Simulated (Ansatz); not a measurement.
**From the elastic tensor of InP at 35 GPa (stress–strain coefficients) to moduli and sound speeds**

Theory: DFT LDA, scalar-relativistic, plane waves, PAW (Ansatz). Settings: 420 eV plane-wave cutoff, Γ-centred 14×14×14 mesh, Fermi-Dirac smearing of 0.15 eV. No spin polarisation.

It takes space group Fm-3m (No. 225, cubic). Conventional cell: a = 5.020 Å, b = 5.020 Å, c = 5.020 Å, α = 90.00°, β = 90.00°, γ = 90.00°. Around In (site symmetry m-3m) lie 6 P at 2.51 Å. P (site symmetry m-3m) has 6 In at 2.51 Å as nearest neighbours.

In a metal, frequencies and elastic constants depend on the k mesh and the smearing, soft modes and shear constants most. Other phases may be more stable at this pressure.

Relaxed-ion constants (GPa, on the Cartesian axes of the calculation):
```
460.6 119.1 119.1   0.0   0.0   0.0
119.1 460.6 119.1   0.0   0.0   0.0
119.1 119.1 460.6   0.0   0.0   0.0
  0.0   0.0   0.0  35.0   0.0   0.0
  0.0   0.0   0.0   0.0  35.0   0.0
  0.0   0.0   0.0   0.0   0.0  35.0
```

Density 7.655 g/cm³; 2 atoms in 31.63 Å³.

The values that follow are for a polycrystal of randomly turned grains, by Hill's mean where one number stands. In a crystal this anisotropic the Voigt and Reuss bounds lie far apart, so Hill's mean and the sound speeds and Debye temperature from it are rough.

With S = C⁻¹: B_V = (C11+C22+C33+2(C12+C13+C23))/9, G_V = (C11+C22+C33−C12−C13−C23+3(C44+C55+C66))/15, 1/B_R = S11+S22+S33+2(S12+S13+S23), 15/G_R = 4(S11+S22+S33−S12−S13−S23)+3(S44+S55+S66); Hill is their mean. Then v_l = √((B+4G/3)/ρ), v_t = √(G/ρ), v_m = [(2/v_t³+1/v_l³)/3]^(−1/3) and Θ = (ħ/k_B)·v_m·(6π²n/V)^(1/3) for n atoms in the volume V; E = 9BG/(3B+G), ν = (3B−2G)/(2(3B+G)) and A^U = 5G_V/G_R + B_V/B_R − 6.

- Bulk modulus, Voigt / Reuss / Hill: 232.9 / 232.9 / 232.9 GPa
- Shear modulus, Voigt / Reuss / Hill: 89.3 / 51.4 / 70.3 GPa
- Young's modulus: 192 GPa
- Poisson ratio: 0.363
- Pugh ratio B/G: 3.31
- Universal anisotropy index: 3.69
- Longitudinal and transverse sound speeds: 6533 and 3031 m/s
- Debye temperature from the mean sound speed: 405 K

This rock-salt form isn't the usual stable structure of the compound at low pressure.

Cost: 1 run of about 0.84 core-minutes, on Intel Xeon Platinum 8488C (Sapphire Rapids) (shared hosts).